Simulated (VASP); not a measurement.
# LiF (P6_3mc) in VASP: notebook, part 2 of 2

VASP 6.6.1. Earlier steps stand in the parts before.

## (3) Single point, PBEsol

Input file INCAR:

```
  PREC = Accurate
  ENCUT = 520
  EDIFF = 1E-6
  ISMEAR = 0
  SIGMA = 0.05
  LREAL = F
  LASPH = T
  NELM = 80
  ALGO = Normal
  ISIF = 2
  LWAVE = F
  LCHARG = F
  GGA = PS
  NBANDS = 18
```

Input file KPOINTS:

```
regular mesh
0
Gamma
  9 9 6
```

Input file POSCAR:

```
LiF
1.0
    3.0609398175      0.0000000000      0.0000000000
   -1.5304699087      2.6508516414      0.0000000000
    0.0000000000      0.0000000000      4.8073245700
Li F
2 2
Direct
    0.3333333333      0.6666666667      0.3811542600
    0.6666666667      0.3333333333      0.8811542600
    0.3333333333      0.6666666667      0.9938437400
    0.6666666667      0.3333333333      0.4938437400
```

Potentials or basis: VASP PAW PBE potentials, release 64 (Li_sv, F).

The run is started by

```sh
cat potpaw_PBE.64/Li_sv/POTCAR potpaw_PBE.64/F/POTCAR > POTCAR
mpirun -np 1 vasp_std > vasp.out
```

OUTCAR:

```text
PREC = Accurate
   ENCUT = 520
   EDIFF = 1E-6
   ISMEAR = 0
   LREAL = F
   LASPH = T
   NELM = 80
   ISIF = 2
   GGA = PS

 ion  position               nearest neighbor table
   1  0.333  0.667  0.381-   4 1.85   4 1.85   4 1.85   3 1.86
   2  0.667  0.333  0.881-   3 1.85   3 1.85   3 1.85   4 1.86
   3  0.333  0.667  0.994-   2 1.85   2 1.85   2 1.85   1 1.86
   4  0.667  0.333  0.494-   1 1.85   1 1.85   1 1.85   2 1.86

  LATTYP: Found a hexagonal cell.
 ALAT       =     3.0609398175
[... 704 lines left out ...]

  FORCE on cell =-STRESS in cart. coord.  units (eV):
  Direction    XX          YY          ZZ          XY          YZ          ZX
  --------------------------------------------------------------------------------------
  -------------------------------------------------------------------------------------
  Total        0.3888906      0.3888906      0.2455240      0.0000000      0.0000000      0.0000000
  in kB       15.9732901     15.9732901     10.0846507      0.0000000      0.0000000      0.0000000
  external PRESSURE =      14.0104103 kB  Pullay stress =       0.0000000 kB

 VOLUME and BASIS-vectors are now :
 -----------------------------------------------------------------------------
  energy-cutoff  :      520.00
  volume of cell :       39.01
      direct lattice vectors                 reciprocal lattice vectors
     3.060939817  0.000000000  0.000000000     0.326697047  0.188618628  0.000000000
    -1.530469909  2.650851641  0.000000000     0.000000000  0.377237256  0.000000000
     0.000000000  0.000000000  4.807324570     0.000000000  0.000000000  0.208015911

 POSITION                                       TOTAL-FORCE (eV/Angst)
 -----------------------------------------------------------------------------------
     -0.00000      1.76723      1.83233         0.000000      0.000000     -0.000687
      1.53047      0.88362      4.23599        -0.000000      0.000000     -0.000687
     -0.00000      1.76723      4.77773         0.000000      0.000000      0.000687
      1.53047      0.88362      2.37407        -0.000000     -0.000000      0.000687
 -----------------------------------------------------------------------------------
    total drift:                                0.000001      0.000001     -0.004180

  FREE ENERGIE OF THE ION-ELECTRON SYSTEM (eV)
  ---------------------------------------------------
  free  energy   TOTEN  =       -19.5990184951 eV

  energy  without entropy=      -19.5990184951  energy(sigma->0) =      -19.59901850
```

OSZICAR:

```text
N       E                     dE             d eps       ncg     rms          rms(c)
DAV:   1     0.119729170437E+03    0.11973E+03   -0.11011E+04  1736   0.121E+03
DAV:   2    -0.105379310273E+02   -0.13027E+03   -0.12688E+03  1956   0.299E+02
DAV:   3    -0.207321536062E+02   -0.10194E+02   -0.10134E+02  3186   0.618E+01
DAV:   4    -0.208250223210E+02   -0.92869E-01   -0.92746E-01  2238   0.755E+00
DAV:   5    -0.208261632233E+02   -0.11409E-02   -0.11404E-02  2304   0.664E-01    0.672E+00
DAV:   6    -0.195606361216E+02    0.12655E+01   -0.32890E+00  1824   0.139E+01    0.225E+00
DAV:   7    -0.195723458809E+02   -0.11710E-01   -0.10945E-01  2010   0.233E+00    0.145E+00
DAV:   8    -0.195992857970E+02   -0.26940E-01   -0.51983E-02  2134   0.224E+00    0.347E-01
DAV:   9    -0.195982518946E+02    0.10339E-02   -0.63604E-03  2242   0.687E-01    0.948E-02
DAV:  10    -0.195990258912E+02   -0.77400E-03   -0.99305E-04  1894   0.226E-01    0.385E-02
DAV:  11    -0.195990167477E+02    0.91435E-05   -0.43374E-05  2424   0.597E-02    0.855E-03
DAV:  12    -0.195990183587E+02   -0.16111E-05   -0.51527E-06  1918   0.194E-02    0.293E-03
DAV:  13    -0.195990184951E+02   -0.13640E-06   -0.33322E-07  1566   0.473E-03
   1 F= -.19599018E+02 E0= -.19599018E+02  d E =-.119046E-15
```

Run time: 17 s. Hardware: 1 thread of AMD EPYC 9R45 (Zen 5), shared host; peak memory 0.13 GiB.

What came out:

| Quantity | Value |
| --- | --- |
| Free energy | -19.5990 eV |
| Band gap on the k mesh | 7.74 eV, direct |

Levels at points of the mesh, in eV from the valence-band top:
```
           k point  band 6  band 7  band 8  band 9  band 10  band 11  band 12  band 13  band 14  band 15
(0.00, 0.00, 0.00)   -0.48   -0.48   -0.15   -0.15     0.00     7.74    12.02    15.31    18.59    18.59
(0.00, 0.00, 0.50)   -1.19   -0.32   -0.32   -0.32    -0.32     9.44     9.44    17.64    17.64    18.86
```

Caveat: the cutoff is under 1.25 times the usual one of these potentials, so pressure, stress and relaxed cells hold a basis-set (Pulay) error; the PAW data sets were made with another functional, which shifts forces and pressure a little; an odd mesh through Γ misses points on the zone boundary, where band edges often lie.
